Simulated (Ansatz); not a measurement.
The reference is NaBr in the rock salt structure (space group Fm-3m, No. 225).

```xyz
2
Lattice="0.0000 2.9738 2.9738 2.9738 0.0000 2.9738 2.9738 2.9738 0.0000" Properties=species:S:1:pos:R:3 pbc="T T T"
Br     0.0000     0.0000     0.0000
Na     2.9738     2.9738     2.9738
```

Cartesian axes are those of the cell as printed.

Level of theory: r2SCAN (Ansatz, a first-principles code, PAW, no spin-orbit coupling).

Before the change:

- Band gap = 4.98 eV

Modification: biaxial strain +3.71 %, plane normal [111], relaxed out of plane (Cartesian); in-plane vectors clamped, the third vector and the atoms free.

**Question.** How does this affect the band gap?

**Answer.** The band gap shrinks by 0.326 eV to 4.66 eV.

**Question.** What happens to the ratio −ε⊥/ε∥?

**Answer.** The ratio −ε⊥/ε∥ amounts to 0.83.

Stability against distortions was not tested.
